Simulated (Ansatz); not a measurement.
A relaxation computed with Ansatz, from input to last step.

```yaml
crystal:
  lattice:
    - [11.0549002105, 0.0, 0.0]
    - [0.0, 3.7176947725, 0.0]
    - [0.0, 0.0, 4.5734219785]
  atoms:
    - { symbol: Ge, position: [0.1278191291, 0.25, 0.1411307845] }
    - { symbol: Ge, position: [0.3721808709, 0.75, 0.6411307845] }
    - { symbol: Ge, position: [0.6278191291, 0.25, 0.3588692155] }
    - { symbol: Ge, position: [0.8721808709, 0.75, 0.8588692155] }
    - { symbol: S, position: [0.8459937012, 0.25, 0.5010781879] }
    - { symbol: S, position: [0.6540062988, 0.75, 0.0010781879] }
    - { symbol: S, position: [0.3459937012, 0.25, 0.9989218121] }
    - { symbol: S, position: [0.1540062988, 0.75, 0.4989218121] }
basis:
  ecutwfc: 420
kpoints:
  mp_grid: { grid: [4, 8, 6] }
hamiltonian:
  xc: pbe
  dispersion: d3bj
scf:
  occupations: { method: gaussian, width: 0.02 }
output:
  forces: true
  stress: true
  eigenvalues: true
  write_density: true
  write_potential: true
  elf: true
  volumetric_format: npy
relax:
  adjacent_minimum: "off"
  f_tol: 0.01
  max_steps: 30
  cell: { stress_tol: 0.1, fix: [volume] }
```

```bash
ansatz run input.yaml --threads 2 --pin off --max-ram 5120MiB --backend cpu --events-out ev --progress --plain --runs-dir out
```

These are results of DFT PBE+D3(BJ), scalar-relativistic, plane waves, PAW in Ansatz, not measurements.

The volume is held at 1.1 times that of the relaxed cell.

Of 7 frames 6 are shown, positions in Å and forces in eV/Å; the SCF threshold varies from step to step. Steps run on the plane waves of an earlier cell, with a Pulay correction in the pressure. The basis is chosen afresh for the last frame, the zero of the energies, and at times for earlier ones too; energy and pressure step there, also at an unchanged geometry.

```xyz
8
Lattice="11.0549 0.0000 0.0000 0.0000 3.7177 0.0000 0.0000 0.0000 4.5734" Properties=species:S:1:pos:R:3:forces:R:3 pbc="T T T" step=1 free_energy_over_end_meV_per_atom=4.08 pressure_GPa=-4.22
Ge    1.4130    0.9294    0.6455    0.2068    0.0000    0.1524
Ge    4.1144    2.7883    2.9322   -0.2068    0.0000    0.1524
Ge    6.9405    0.9294    1.6413    0.2068    0.0000   -0.1524
Ge    9.6419    2.7883    3.9280   -0.2068    0.0000   -0.1524
S     9.3524    0.9294    2.2916   -0.1320    0.0000    0.1420
S     7.2300    2.7883    0.0049    0.1320    0.0000    0.1420
S     3.8249    0.9294    4.5685   -0.1320    0.0000   -0.1420
S     1.7025    2.7883    2.2818    0.1320    0.0000   -0.1420
8
Lattice="11.1603 0.0000 0.0000 0.0000 3.6956 0.0000 0.0000 0.0000 4.5573" Properties=species:S:1:pos:R:3:forces:R:3 pbc="T T T" step=2 free_energy_over_end_meV_per_atom=0.69 pressure_GPa=-3.02
Ge    1.4598    0.9239    0.7017    0.0230    0.0000   -0.0060
Ge    4.1204    2.7717    2.9804   -0.0230    0.0000   -0.0060
Ge    7.0400    0.9239    1.5769    0.0230    0.0000    0.0060
Ge    9.7005    2.7717    3.8556   -0.0230    0.0000    0.0060
S     9.4189    0.9239    2.2385   -0.0212    0.0000    0.0162
S     7.3216    2.7717   -0.0402    0.0212    0.0000    0.0162
S     3.8387    0.9239    4.5975   -0.0212    0.0000   -0.0162
S     1.7415    2.7717    2.3188    0.0212    0.0000   -0.0162
8
Lattice="11.2161 0.0000 0.0000 0.0000 3.6708 0.0000 0.0000 0.0000 4.5653" Properties=species:S:1:pos:R:3:forces:R:3 pbc="T T T" step=3 free_energy_over_end_meV_per_atom=0.12 pressure_GPa=-2.62
Ge    1.4797    0.9177    0.6277   -0.0193    0.0000   -0.0086
Ge    4.1284    2.7531    2.9104    0.0193    0.0000   -0.0086
Ge    7.0878    0.9177    1.6550   -0.0193    0.0000    0.0086
Ge    9.7365    2.7531    3.9376    0.0193    0.0000    0.0086
S     9.4552    0.9177    2.3189    0.0050    0.0000   -0.0147
S     7.3690    2.7531    0.0363   -0.0050    0.0000   -0.0147
S     3.8472    0.9177    4.5291    0.0050    0.0000    0.0147
S     1.7609    2.7531    2.2464   -0.0050    0.0000    0.0147
8
Lattice="11.2022 0.0000 0.0000 0.0000 3.6697 0.0000 0.0000 0.0000 4.5723" Properties=species:S:1:pos:R:3:forces:R:3 pbc="T T T" step=4 free_energy_over_end_meV_per_atom=0.04 pressure_GPa=-2.73
Ge    1.4738    0.9174    0.6447   -0.0036    0.0000    0.0069
Ge    4.1273    2.7523    2.9309    0.0036    0.0000    0.0069
Ge    7.0750    0.9174    1.6414   -0.0036    0.0000   -0.0069
Ge    9.7284    2.7523    3.9276    0.0036    0.0000   -0.0069
S     9.4450    0.9174    2.3060    0.0015    0.0000    0.0053
S     7.3584    2.7523    0.0198   -0.0015    0.0000    0.0053
S     3.8439    0.9174    4.5525    0.0015    0.0000   -0.0053
S     1.7573    2.7523    2.2663   -0.0015    0.0000   -0.0053
8
Lattice="11.1913 0.0000 0.0000 0.0000 3.6668 0.0000 0.0000 0.0000 4.5804" Properties=species:S:1:pos:R:3:forces:R:3 pbc="T T T" step=5 free_energy_over_end_meV_per_atom=0.02 pressure_GPa=-2.74
Ge    1.4704    0.9167    0.6546   -0.0013    0.0000    0.0093
Ge    4.1253    2.7501    2.9448    0.0013    0.0000    0.0093
Ge    7.0661    0.9167    1.6356   -0.0013    0.0000   -0.0093
Ge    9.7209    2.7501    3.9258    0.0013    0.0000   -0.0093
S     9.4363    0.9167    2.3033    0.0014    0.0000    0.0099
S     7.3507    2.7501    0.0131   -0.0014    0.0000    0.0099
S     3.8406    0.9167    4.5673    0.0014    0.0000   -0.0099
S     1.7550    2.7501    2.2771   -0.0014    0.0000   -0.0099
8
Lattice="11.1763 0.0000 0.0000 0.0000 3.6629 0.0000 0.0000 0.0000 4.5914" Properties=species:S:1:pos:R:3:forces:R:3 pbc="T T T" step=7 free_energy_over_end_meV_per_atom=0.00 pressure_GPa=-2.73
Ge    1.4657    0.9157    0.6620   -0.0004    0.0000    0.0070
Ge    4.1225    2.7472    2.9577    0.0004    0.0000    0.0070
Ge    7.0538    0.9157    1.6338   -0.0004    0.0000   -0.0070
Ge    9.7106    2.7472    3.9295    0.0004    0.0000   -0.0070
S     9.4238    0.9157    2.3073    0.0010    0.0000    0.0081
S     7.3407    2.7472    0.0116   -0.0010    0.0000    0.0081
S     3.8356    0.9157    4.5798    0.0010    0.0000   -0.0081
S     1.7525    2.7472    2.2841   -0.0010    0.0000   -0.0081
```

The run took 2.7 min on 2 threads of Arm Neoverse V1, with other jobs on the host, peak memory 0.71 GiB.